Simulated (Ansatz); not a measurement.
The system is Ag.

```
Ag
1.0
     2.88620    0.00000    0.00000
    -1.44310    2.49952    0.00000
     0.00000    0.00000   10.00000
Ag
4
Direct
  0.00000 0.00000 0.50000
  0.00000 0.00000 0.00000
  0.66667 0.33333 0.75000
  0.33333 0.66667 0.25000
```

This isn't the form of Ag at room conditions, which is fcc.

| Quantity | Value |
| --- | --- |
| Program | Ansatz 0.2.0 |
| Task | relaxation of cell and atoms |
| Functional | PBEsol |
| Potentials or basis | JTH PAW |
| Cutoff | 1380 eV (not typed: the program's choice for these potentials) |
| k mesh | 11 × 11 × 3 |
| Occupations | fermi-dirac, width 0.05 eV |
| Spin | no spin polarisation |

At the start: volume 18.04 Å³/atom.

Task: How do energy, volume and symmetry change on relaxing?

Result: It ends after 6 steps and the volume is 16.68 Å³/atom (-7.5 %); space group P6_3/mmc (No. 194, to 0.05 Å).

Step by step:
```tsv
step	energy change (eV)	largest force (eV/Å)	volume (Å³)
1	0.0000	0.0000	72.14
2	-0.1384	0.0000	65.36
3	-0.1537	0.0000	66.88
4	-0.1552	0.0000	66.75
5	-0.1553	0.0000	66.72
6	-0.1546	0.0000	66.72
```

Final structure:
```yaml
crystal:
  lattice:
    - [2.85401, 0.00000, 0.00000]
    - [-1.42700, 2.47164, 0.00000]
    - [0.00000, 0.00000, 9.45898]
  atoms:
    - { symbol: Ag, position: [0.00000, 0.00000, 0.50000] }
    - { symbol: Ag, position: [0.00000, 0.00000, 0.00000] }
    - { symbol: Ag, position: [0.66667, 0.33333, 0.75000] }
    - { symbol: Ag, position: [0.33333, 0.66667, 0.25000] }
```

Caveat: the plane-wave basis is chosen anew once the cell has moved, so the energies of steps on either side of that aren't comparable.
